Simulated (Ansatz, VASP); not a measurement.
**W: VASP beside Ansatz**

Contents of INCAR:

```
SYSTEM = W
ALGO = Normal
EDIFF = 1E-6
ENCUT = 520
GGA = PE
ISIF = 2
ISMEAR = -1
LASPH = .TRUE.
LCHARG = .FALSE.
LREAL = .FALSE.
LWAVE = .FALSE.
NBANDS = 13
NELM = 60
PREC = Accurate
SIGMA = 0.05
```

The input KPOINTS:

```
k-points
0
G
  11 11 11
  0 0 0
```

POSCAR

```
W
1.0
    0.0000000000      2.0025642044      2.0025642044
    2.0025642044      0.0000000000      2.0025642044
    2.0025642044      2.0025642044      0.0000000000
W
1
Direct
    0.0000000000      0.0000000000      0.0000000000
```

Contents of input.yaml:

```yaml
crystal:
  lattice:
    - [0.0, 2.0025642044, 2.0025642044]
    - [2.0025642044, 0.0, 2.0025642044]
    - [2.0025642044, 2.0025642044, 0.0]
  atoms:
    - { symbol: W, position: [0.0, 0.0, 0.0] }
hamiltonian:
  xc: pbe
  pseudopotentials: { kind: paw, azcp: { folder: soft_1 } }
kpoints:
  mp_grid: { grid: [11, 11, 11] }
scf:
  occupations: { method: fermi_dirac, width: 0.05 }
output:
  forces: true
  stress: true
  eigenvalues: true
  write_density: true
  write_potential: true
  elf: true
  volumetric_format: npy
```

This isn't the form of W at room conditions, which is bcc.

Alike in both runs: task single point; functional PBE; k mesh 11 × 11 × 11; occupations fermi-dirac, width 0.05 eV; no spin polarisation.

|  | VASP | Ansatz |
| --- | --- | --- |
| version | VASP 6.6.1 | Ansatz 0.2.0 |
| potentials or method | VASP PAW PBE potentials, release 64 (W_sv) | Ansatz PAW soft_1 |
| plane-wave cutoff (eV) | 520 | 420 |
| valence electrons in the cell | 14 | 14 |

```tsv
	VASP	Ansatz	Ansatz less VASP
gap on the k mesh at the Fermi level (eV)	none	none	-
pressure (GPa)	7.8	7.3	-0.48
```

A gap of «none» marks a metal or a gap that the smearing closes.

The runs have no spin-orbit coupling, so splittings on W are missing.
